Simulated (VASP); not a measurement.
A run of VASP 6.6.1 is set up as follows.

POSCAR

```
Si
1.0
    2.6205428149      0.0000000000      0.0000000000
   -1.3102714075      2.2694566494      0.0000000000
    0.0000000000      0.0000000000      2.4663543900
Si
1
Direct
    0.0000000000      0.0000000000      0.0000000000
```

File INCAR.step1:

```
SYSTEM = Si
  ALGO = Normal
  EDIFF = 1E-5
  ENCUT = 600
  GGA = PE
  ISMEAR = -1
  LASPH = .TRUE.
  LCHARG = .FALSE.
  LREAL = .FALSE.
  LWAVE = .TRUE.
  NELM = 100
  PREC = Accurate
  SIGMA = 0.05
```

Contents of INCAR.step2:

```
SYSTEM = Si
  AEXX = 0.25
  ALGO = Normal
  EDIFF = 1E-6
  EDIFFG = -0.01
  ENCUT = 600
  GGA = PE
  IBRION = 2
  ISIF = 3
  ISMEAR = -1
  ISTART = 1
  LASPH = .TRUE.
  LCHARG = .FALSE.
  LHFCALC = .TRUE.
  LREAL = .FALSE.
  LWAVE = .FALSE.
  NELM = 100
  NSW = 40
  PREC = Accurate
  PRECFOCK = Fast
  SIGMA = 0.05
```

Contents of KPOINTS:

```
k-points
0
G
  6 6 6
  0 0 0
```

Potentials or basis: VASP PAW PBE potentials, release 64 (Si).

Command:

```sh
$ cat potpaw_PBE.64/Si/POTCAR > POTCAR
$ cp INCAR.step1 INCAR
$ mpirun -np 1 vasp_std > vasp.out
$ cp INCAR.step2 INCAR
$ mpirun -np 1 vasp_std > vasp.out
```

**Question.** Estimate the space group after relaxing (to 0.05 Å).

**Answer.** P6/mmm (No. 191).

**Question.** Predict the relaxed volume.

**Answer.** 14.88 Å³/atom.

**Question.** What does it give for the relaxed cell?

**Answer.** a = 2.620 Å, b = 2.620 Å, c = 2.503 Å, α = 90.00°, β = 90.00°, γ = 120.00°.

**Question.** Predict the band gap on the k mesh.

**Answer.** None (metal or under the smearing width).

Stress tensor (GPa, compression positive):
```
-0.03  0.00  0.00
 0.00 -0.03  0.00
 0.00  0.00  0.07
```

Caveat: the k mesh is coarse (spacing up to 0.46 Å⁻¹), so the values aren't converged, least of all with exact exchange; the PAW data sets were made with another functional, which shifts forces and pressure a little.
